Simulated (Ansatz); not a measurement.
Starting cell, ZrO₂ (tetragonal-ZrO2 type, space group P4_2/nmc):

```yaml
crystal:
  lattice:
    - [3.58446, 0.00000, 0.00000]
    - [0.00000, 3.58446, 0.00000]
    - [0.00000, 0.00000, 5.17872]
  atoms:
    - { symbol: Zr, position: [0.00000, 0.00000, 0.00000] }
    - { symbol: Zr, position: [0.50000, 0.50000, 0.50000] }
    - { symbol: O, position: [0.00000, 0.50000, 0.20116] }
    - { symbol: O, position: [0.00000, 0.50000, 0.70116] }
    - { symbol: O, position: [0.50000, 0.00000, 0.29884] }
    - { symbol: O, position: [0.50000, 0.00000, 0.79884] }
```

In this cell atom 6 (O, nearest neighbour Zr at 2.073 Å; its periodic images, 3.6 Å or more away, move with it) is moved by s along Cartesian x, unit vector (1.000, 0.000, 0.000); all other atoms and the cell stay fixed.

Calculation: PBEsol (plane waves to 420 eV, PAW, scalar-relativistic; Ansatz, a program for electronic structure). k mesh 8×8×5 (Γ-centred), Fermi-Dirac smearing 0.05 eV. The energy includes the smearing's −TS. The PAW data are Ansatz's earlier set. This is a high-temperature form of ZrO2. ZrO2 is run without spin polarisation. ZrO2 was relaxed with its symmetry unable to fall. The zero of ΔE is the undisplaced structure.

```
s (Å)   ΔE (meV/cell)
------  -------------
-0.210            376
-0.168            238
-0.126            132
-0.084             58
-0.042             15
0.000               0
0.042              15
0.084              58
0.126             132
0.168             238
0.210             376
```

Problem. What force constant k = d²E/ds² at s = 0 does the table give?

Solution. 16 eV/Å². It is the second difference of the nearest points, corrected with the next pair.

Problem. With k = 16.47 eV/Å² from the forces, is the well harmonic out to s = 0.210 Å?

Solution. ½ks² = 363 meV/cell against the computed 376 meV/cell, so the well is close to harmonic there.

(For displaced atoms, the force is minus the slope of the energy, and its curvature is a force constant, which sets phonon frequencies.)
